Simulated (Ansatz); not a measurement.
# TiO2 (C2/m) in Ansatz: further runs

The runs below take TiO2 through band structure, with rPW86-PBE, PBE.

All numbers are computed with Ansatz 0.2.0; they aren't measurements. Logs are shortened: lines on timing, memory, paths and dates and some standing lists are left out, and cuts for length are marked.

## (1) The structure

Symmetry: C2/m, No. 12, monoclinic system. The conventional cell has a = 12.307 Å, b = 3.767 Å, c = 6.616 Å, α = 90.00°, β = 106.95°, γ = 90.00°. Ti (site symmetry m) has 4 O at 1.86 to 1.94 Å as nearest neighbours. Around Ti (site symmetry m) lie 5 O at 1.78 to 2.03 Å. Around O (site symmetry m) lie 3 Ti at 1.94 to 2.03 Å. O (site symmetry m) has 3 Ti at 1.96 to 2.16 Å as nearest neighbours. Around O (site symmetry m) lie 2 Ti at 1.78 to 1.87 Å. O (site symmetry m) has 2 Ti at 1.86 to 1.93 Å as nearest neighbours.

The cell comes from a database or a generator and needn't be the stable form of this composition.

## (2) Band structure, rPW86-PBE

input.yaml

```yaml
crystal:
  lattice:
    - [6.1535771931, -1.8834685, 0.0]
    - [6.1535771931, 1.8834685, 0.0]
    - [-1.9283261078, 0.0, 6.3289668713]
  atoms:
    - { symbol: Ti, position: [0.900071, 0.900071, 0.289602] }
    - { symbol: Ti, position: [0.195286, 0.195286, 0.283762] }
    - { symbol: Ti, position: [0.099929, 0.099929, 0.710398] }
    - { symbol: Ti, position: [0.804714, 0.804714, 0.716238] }
    - { symbol: O, position: [0.361931, 0.361931, 0.293397] }
    - { symbol: O, position: [0.2634885, 0.2634885, 0.6525] }
    - { symbol: O, position: [0.8671885, 0.8671885, 0.995291] }
    - { symbol: O, position: [0.7365115, 0.7365115, 0.3475] }
    - { symbol: O, position: [0.9416475, 0.9416475, 0.630021] }
    - { symbol: O, position: [0.1328115, 0.1328115, 0.004709] }
    - { symbol: O, position: [0.638069, 0.638069, 0.706603] }
    - { symbol: O, position: [0.0583525, 0.0583525, 0.369979] }
hamiltonian:
  xc: { exchange: rpw86, correlation: pbe }
  pseudopotentials: { kind: paw }
kpoints:
  mp_grid: { grid: [8, 8, 4] }
  band_path:
    path:
      - [[0.0, 0.0, 0.0], [0.5, 0.5, 1.0], [-0.9361180477, -0.9361180477, 2.1067149013], [0.5, 0.5, 0.5], [0.2894712774, 0.7105287226, 0.5]]
      - [[-0.2894712774, 0.2894712774, -0.5], [0.0, 0.0, -0.5], [1.9361180477, 1.9361180477, -1.1067149013]]
      - [[0.5, 0.5, 1.0], [0.3919103315, 0.6080896685, 1.0]]
      - [[-0.3919103315, 0.3919103315, 0.0], [0.0, 0.0, 0.0], [0.0, 0.5, 0.5]]
      - [[0.0, 0.5, 0.0], [0.0, 0.0, 0.0]]
    npoints: 10
scf:
  occupations: { method: fermi_dirac, width: 0.05 }
  n_extra_bands: 30
output:
  forces: true
  stress: true
  eigenvalues: true
  fatbands: false
```

Potentials or basis: Ansatz PAW.

The run is started by

```sh
$ ansatz run input.yaml --threads 2 --pin off --max-ram 5120MiB --backend cpu --events-out ev --progress --plain --runs-dir out
```

The log of the run:

```text
Warning: RAYON_NUM_THREADS=2 ignored (pool sized by the plan → 2); use --threads N
scf.n_extra_bands = 30 over 48 filled bands (N_el = 96.0): the run solves 78 bands
Engine: ansatz 0.2.0, aarch64-unknown-linux-gnu
Pseudopotentials: kind: paw
Pseudopotential: Ti, paw, valence charge 12, recommended cutoff 420 eV (normal), Ti.paw.azcp
Pseudopotential: O, paw, valence charge 6, recommended cutoff 420 eV (normal), O.paw.azcp
Functional definition: unnamed
  exchange = rpw86_x
  correlation = pbe_c
Crystal: 12 atoms, lattice volume = 146.706 Å³
Basis set: ecut = 420 eV, 2869 PW (Γ), exchange–correlation on 90×90×90 points (8 copies of the dense FFT grid, shifted against one another)
Bands: 78, of which v1, the nominal top of the filled ones, is band 48 counted from 1 (47 counted from 0)
Symmetry: 4 space group operations
Space group: C2/m (ITA 12), of the structure as read, at distance tolerance 5.3e-5 Å
k-points: 78 of 256
Non-local potential: Ti, projectors of the file, l = 0: 3, l = 1: 2, l = 2: 3, l = 3: 1
Non-local potential: O, projectors of the file, l = 0: 2, l = 1: 2, l = 2: 1
PAW form: soft (Blöchl's): semilocal exchange-correlation on the pseudo side does not see the compensation charge
PAW frozen core: Ti, regenerated for the run's functional, and the local potential with it (the file was generated under x = pbe(κ = 0.804, μ = 0.2195149727645171), c = pbe(β = 0.06672455060314922))
PAW frozen core: O, regenerated for the run's functional, and the local potential with it (the file was generated under x = pbe(κ = 0.804, μ = 0.2195149727645171), c = pbe(β = 0.06672455060314922))
PAW one-centre angular grid: Ti, 590 points (default); XC on 96 Gauss nodes
PAW one-centre angular grid: O, 110 points (default); XC on 64 Gauss nodes
Initial density: superposition of atomic densities (neutral atoms: chi_scale 0, normalization atom), corrected by the library's trained network
Initial wavefunctions: pseudopotential atomic-orbital guess
Functional: x = rpw86, c = pbe(β = 0.06672455060314922)
SCF iter   1: F=—  HF=-14685.855542 eV  |F-HF|=—  |Δ(HF+E_count)|=         —  Δρ=1.65e-2  dr2=2.50e-1  ethr=1.77e-3  ⟨swp⟩=5.0  Hψ=23745  notcnv=0  defer=802
preconditioner: auto → Resta (q_TF=auto, 2.542 Å⁻¹)  ε∞=4.4  [insulator: Δε(μ)=2.844 eV  Ē_g=13.244 eV  σ=0.050 eV  W_gap=1.00  n_scr=44 (ndim 8)  ℏωp=24.5 eV  f_vac=0.131  D(μ)=0.00/eV (n_scr^D=0)  ε∞_Penn≈4.4]
SCF iter   2: F=—  HF=-14685.814451 eV  |F-HF|=—  |Δ(HF+E_count)|=   4.11e-2  Δρ=8.33e-3  dr2=1.09e-1  ethr=2.61e-4  ⟨swp⟩=2.1  Hψ=9375  notcnv=0  defer=1822
SCF iter   3: F=—  HF=-14685.796874 eV  |F-HF|=—  |Δ(HF+E_count)|=   1.76e-2  Δρ=2.82e-3  dr2=5.62e-3  ethr=1.14e-4  ⟨swp⟩=2.0  Hψ=6652  notcnv=0  defer=1822
SCF iter   4: F=—  HF=-14685.796170 eV  |F-HF|=—  |Δ(HF+E_count)|=   7.03e-4  Δρ=9.85e-4  dr2=1.02e-3  ethr=5.85e-6  ⟨swp⟩=2.0  Hψ=6371  notcnv=0  defer=1822
SCF iter   5: F=—  HF=-14685.796148 eV  |F-HF|=—  |Δ(HF+E_count)|=   2.29e-5  Δρ=3.71e-4  dr2=1.71e-4  ethr=1.07e-6  ⟨swp⟩=2.0  Hψ=6204  notcnv=0  defer=1822
SCF iter   6: F=—  HF=-14685.796173 eV  |F-HF|=—  |Δ(HF+E_count)|=   2.52e-5  Δρ=1.24e-4  dr2=2.58e-5  ethr=1.78e-7  ⟨swp⟩=2.0  Hψ=6130  notcnv=0  defer=1822
SCF iter   7: F=—  HF=-14685.797355 eV  |F-HF|=—  |Δ(HF+E_count)|=   1.18e-3  Δρ=8.13e-5  dr2=7.56e-6  ethr=2.69e-8  ⟨swp⟩=2.6  Hψ=8501  notcnv=0  defer=1822
SCF iter   8: F=—  HF=-14685.797356 eV  |F-HF|=—  |Δ(HF+E_count)|=   1.07e-6  Δρ=2.18e-5  dr2=5.88e-7  ethr=7.88e-9  ⟨swp⟩=2.0  Hψ=6288  notcnv=0  defer=1822
SCF iter   9: F=—  HF=-14685.797356 eV  |F-HF|=—  |Δ(HF+E_count)|=   2.12e-7  Δρ=1.06e-5  dr2=2.12e-7  ethr=1.04e-10  ⟨swp⟩=11.9  Hψ=29813  notcnv=0
SCF iter  10: F=-14685.797356 eV  HF=-14685.797356 eV  |F-HF|=1.49e-8  |Δ(HF+E_count)|=   1.62e-8  Δρ=3.79e-6  dr2=2.51e-8  ethr=1.04e-10  ⟨swp⟩=4.0  Hψ=14612  notcnv=0
SCF 1 converged in 10 iterations: F = -14685.797356 eV  dr2 = 2.51e-8
NSCF: frozen V_eff on 105 k-points
SCF converged after 10 iterations
Free energy (F): -14685.797356 eV
Harris-Foulkes:  -14685.797356 eV  (|F-HF|=1.49e-8)
Internal energy: -14685.797356 eV  (E = F + TS)
E sigma→0 (E₀):  -14685.797356 eV
Fermi energy:    7.557717 eV
--- Per-component energies (eV) ---
  E_band       = -1000.496295
  E_kinetic    = 2490.498122
  E_local      = -7980.842213  (includes V_loc(G=0)·N_el)
  E_nonlocal   = 392.745946
  E_hartree    = 3153.218462
  E_xc         = -994.804759
  E_vxc        = -1252.512059  (∫ρ·V_xc dr)
  E_paw        = -5565.938089  (= ΣΔE_a)
  E_vpaw       = -956.844322  (= ΣTr[D̂ρ^β])
  E_aug_tail   = 0.020012  (compensation charges beyond the density's cutoff)
  E_ewald      = -6180.402828
  E_core_change = -0.292010  (= ΣΔE_core)
  E_smearing   = -0.000000  (= −TS)
  E_closure    = 0.000000  (closes the sum)
  Σ components = -14685.797356   (vs F -14685.797356, Δ=0.00e0)
--- Forces (eV/Å), atoms counted from 1 ---
  atom   1  Ti     0.09329171    -0.00000000    -0.10514305
  atom   2  Ti    -0.14553938    -0.00000000    -0.17337296
  atom   3  Ti    -0.09329171     0.00000000     0.10514305
  atom   4  Ti     0.14553938     0.00000000     0.17337296
  atom   5  O      0.07947276    -0.00000000    -0.01798590
  atom   6  O      0.08240935     0.00000000     0.05307399
  atom   7  O      0.01377494    -0.00000000    -0.01059178
  atom   8  O     -0.08240935    -0.00000000    -0.05307399
  atom   9  O     -0.01073769     0.00000000     0.06695846
  atom  10  O     -0.01377494     0.00000000     0.01059178
  atom  11  O     -0.07947276     0.00000000     0.01798590
  atom  12  O      0.01073769    -0.00000000    -0.06695846
  max |Σ_I F_I| component: 5.55e-17 eV/Å
--- Stress (GPa, compression-positive) ---
        3.247453       0.000000      -0.096373
        0.000000       2.931973       0.000000
       -0.096373       0.000000       3.084250
  P = ⅓ Tr σ = 3.0879 GPa (30.879 kbar)
--- Band table (eV; the first three rows and the last of 78) ---
  k-point 0: bands = ["-50.1163", "-50.1051", "-50.0181", "-50.0117", "-26.4548", "-26.4074", "-26.3794", "-26.3040", "-26.2514", "-26.2511", "-26.2509", "-26.2192", "-26.1710", "-26.1667", "-26.1594", "-26.1507", "-11.1955", "-10.5008", "-10.1223", "-9.9617", "-9.9286", "-9.8304", "-9.6016", "-9.5133", "2.0724", "2.1418", "2.3695", "2.4303", "2.7377", "2.9283", "3.0244", "3.1308", "3.3341", "3.6983", "4.1901", "4.2577", "4.3829", "4.8194", "4.8423", "4.8644", "4.9203", "4.9752", "5.2714", "5.2732", "5.4008", "5.4111", "5.7986", "5.9716", "8.8772", "9.2145", "9.4467", "9.4495", "9.4910", "9.9481", "10.4442", "10.5927", "10.7249", "10.8065", "10.9480", "11.1714", "11.1792", "11.6890", "12.0110", "12.1906", "12.3484", "12.4591", "12.4756", "12.9988", "13.2468", "17.0403", "17.2025", "17.8093", "18.1201", "19.9822", "20.0542", "21.7748", "21.8755", "22.6831"]
  k-point 1: bands = ["-50.1161", "-50.1052", "-50.0183", "-50.0116", "-26.4520", "-26.4079", "-26.3637", "-26.3070", "-26.2523", "-26.2522", "-26.2496", "-26.2340", "-26.1726", "-26.1679", "-26.1574", "-26.1499", "-11.1488", "-10.5219", "-10.1670", "-9.9676", "-9.9032", "-9.8278", "-9.6206", "-9.5030", "2.0853", "2.1278", "2.2990", "2.3619", "2.8487", "3.0219", "3.0334", "3.2460", "3.3732", "3.4628", "4.2530", "4.4294", "4.4304", "4.6514", "4.7234", "4.8786", "5.0093", "5.0593", "5.1553", "5.2761", "5.4494", "5.4753", "5.7348", "5.8244", "8.9240", "9.2568", "9.4194", "9.4505", "9.5367", "9.8897", "10.3348", "10.5879", "10.6340", "10.8161", "11.0851", "11.1674", "11.3012", "11.3257", "12.0199", "12.1238", "12.2143", "12.3394", "12.9698", "13.2193", "13.4841", "16.0772", "17.2534", "17.9552", "18.7076", "19.8082", "20.7421", "21.1011", "21.9944", "22.3150"]
  k-point 2: bands = ["-50.1159", "-50.1054", "-50.0185", "-50.0115", "-26.4519", "-26.4081", "-26.3212", "-26.3076", "-26.2993", "-26.2526", "-26.2489", "-26.2297", "-26.1740", "-26.1690", "-26.1558", "-26.1491", "-11.0961", "-10.5491", "-10.2006", "-9.9798", "-9.8855", "-9.8254", "-9.6358", "-9.4932", "2.0536", "2.1256", "2.2473", "2.3542", "2.8979", "3.0195", "3.0897", "3.2550", "3.5666", "3.6100", "3.9495", "4.3156", "4.4887", "4.6157", "4.6797", "4.8537", "4.9630", "5.2127", "5.2469", "5.4073", "5.4612", "5.4970", "5.5677", "5.7213", "8.9912", "9.2416", "9.4074", "9.5124", "9.5208", "9.7977", "10.3971", "10.4355", "10.6178", "10.8106", "10.9483", "11.1457", "11.1828", "11.5574", "11.9969", "12.0979", "12.1791", "12.2537", "13.1980", "13.2790", "14.1905", "15.1626", "17.2170", "17.8616", "19.6647", "19.7389", "20.5367", "21.3531", "21.4973", "21.7954"]
  k-point 77: bands = ["-50.1150", "-50.1056", "-50.0188", "-50.0118", "-26.4233", "-26.3612", "-26.3328", "-26.3083", "-26.2788", "-26.2576", "-26.2522", "-26.2465", "-26.2054", "-26.1892", "-26.1686", "-26.1469", "-10.9032", "-10.6129", "-10.1234", "-10.0806", "-9.9870", "-9.8374", "-9.5800", "-9.5648", "2.2116", "2.2321", "2.3957", "2.5052", "2.5874", "2.8100", "2.8820", "3.4390", "3.5531", "3.7271", "4.1913", "4.2685", "4.3755", "4.4635", "4.7068", "4.9578", "4.9683", "4.9749", "5.0516", "5.0705", "5.3116", "5.7432", "5.9343", "5.9499", "9.1308", "9.2350", "9.3718", "9.5246", "9.5432", "9.6529", "10.3844", "10.5574", "10.6653", "10.6777", "11.0837", "11.1847", "11.2947", "11.3121", "11.3728", "11.5659", "12.4644", "12.7048", "13.3201", "13.4787", "14.6617", "15.2752", "16.2202", "17.7625", "19.1901", "20.2888", "20.8877", "21.1653", "21.7382", "22.1049"]
```

Run time: 42 s. Hardware: 2 threads of Arm Neoverse V2, shared host; peak memory 0.89 GiB.

Results:

| Property | Result |
| --- | --- |
| Free energy | -14685.7974 eV |
| Pressure | 3.1 GPa |
| Largest force | 0.226 eV/Å |
| Band gap on the k mesh | 2.73 eV, indirect (least direct gap 2.90 eV) |
| Band gap along the path | 2.72 eV, indirect (least direct gap 2.89 eV) |

Forces on the atoms (eV/Å):
```
Ti   0.093  0.000 -0.105
Ti  -0.146  0.000 -0.173
Ti  -0.093  0.000  0.105
Ti   0.146  0.000  0.173
O    0.079  0.000 -0.018
O    0.082  0.000  0.053
O    0.014  0.000 -0.011
O   -0.082  0.000 -0.053
O   -0.011  0.000  0.067
O   -0.014  0.000  0.011
O   -0.079  0.000  0.018
O    0.011  0.000 -0.067
```

Levels at the corners of the path, in eV from the valence-band top:
```tsv
point	band 46	band 47	band 48	band 49	band 50	band 51
Γ	-0.75	-0.36	-0.19	2.72	3.06	3.29
Y	-0.63	-0.39	-0.13	2.86	2.90	3.39
F	-0.75	-0.39	-0.24	2.73	3.07	3.27
L	-0.41	-0.22	-0.21	2.97	3.08	3.21
I	-0.41	-0.16	0.00	3.06	3.17	3.36
I1	-0.41	-0.16	0.00	3.06	3.17	3.36
Z	-0.66	-0.59	-0.44	2.83	3.08	3.25
F1	-0.75	-0.39	-0.24	2.73	3.07	3.27
Y	-0.63	-0.39	-0.13	2.86	2.90	3.39
X1	-0.41	-0.32	-0.25	3.04	3.30	3.32
X	-0.41	-0.32	-0.25	3.04	3.30	3.32
Γ	-0.75	-0.36	-0.19	2.72	3.06	3.29
N	-0.52	-0.10	-0.02	3.13	3.18	3.41
M	-0.47	-0.22	-0.13	3.09	3.14	3.55
Γ	-0.75	-0.36	-0.19	2.72	3.06	3.29
```

Caveat: the pressure holds a Pulay correction of +0.7 GPa for the finite cutoff; the PAW data sets come from PBE, with cores solved anew for the run's functional, which leaves a small shift of forces and pressure.

## (3) Band structure, PBE

input.yaml: that of step 2 with these lines changed.

```diff
@@ -19,4 +19,4 @@
 hamiltonian:
-  xc: { exchange: rpw86, correlation: pbe }
-  pseudopotentials: { kind: paw }
+  xc: pbe
+  pseudopotentials: { kind: paw, source: jth }
 kpoints:
```

Potentials or basis: JTH PAW.

The run is started by

```sh
$ ansatz run input.yaml --threads 2 --pin off --max-ram 5120MiB --backend cpu --events-out ev --progress --plain --runs-dir out
```

Wall time 3.9 min (2 threads of Arm Neoverse V2, shared host); peak memory 3.5 GiB.

The run converged. Its results:

```yaml
Free_energy: -14553.9781 eV
Pressure: -0.8 GPa
Largest_force: 0.139 eV/Å
Band_gap_on_the_k_mesh: 2.74 eV, indirect (least direct gap 2.91 eV)
Band_gap_along_the_path: 2.73 eV, indirect (least direct gap 2.90 eV)
```

Forces on the atoms (eV/Å):
```
Ti   0.016  0.000 -0.060
Ti  -0.057  0.000 -0.127
Ti  -0.016  0.000  0.060
Ti   0.057  0.000  0.127
O   -0.032  0.000 -0.011
O   -0.007  0.000  0.039
O   -0.048  0.000 -0.019
O    0.007  0.000 -0.039
O    0.015  0.000  0.023
O    0.048  0.000  0.019
O    0.032  0.000  0.011
O   -0.015  0.000 -0.023
```

Levels at the corners of the path, in eV from the valence-band top:
```
point  band 45  band 46  band 47  band 48  band 49  band 50  band 51  band 52
    Γ    -0.76    -0.74    -0.36    -0.18     2.73     3.08     3.31     3.32
    Y    -0.88    -0.62    -0.39    -0.12     2.87     2.92     3.42     3.49
    F    -0.75    -0.75    -0.39    -0.24     2.74     3.09     3.29     3.34
    L    -0.85    -0.41    -0.22    -0.21     2.99     3.10     3.24     3.40
    I    -0.62    -0.40    -0.16     0.00     3.09     3.19     3.38     3.72
   I1    -0.62    -0.40    -0.16     0.00     3.09     3.19     3.38     3.72
    Z    -0.70    -0.66    -0.59    -0.44     2.84     3.11     3.27     3.38
   F1    -0.75    -0.75    -0.39    -0.24     2.74     3.09     3.29     3.34
    Y    -0.88    -0.62    -0.39    -0.12     2.87     2.92     3.42     3.49
   X1    -0.48    -0.41    -0.32    -0.25     3.06     3.32     3.35     3.38
    X    -0.48    -0.41    -0.32    -0.25     3.06     3.32     3.35     3.38
    Γ    -0.76    -0.74    -0.36    -0.18     2.73     3.08     3.31     3.32
    N    -0.68    -0.52    -0.10    -0.02     3.15     3.20     3.44     3.65
    M    -0.86    -0.48    -0.22    -0.13     3.11     3.16     3.58     3.64
    Γ    -0.76    -0.74    -0.36    -0.18     2.73     3.08     3.31     3.32
```
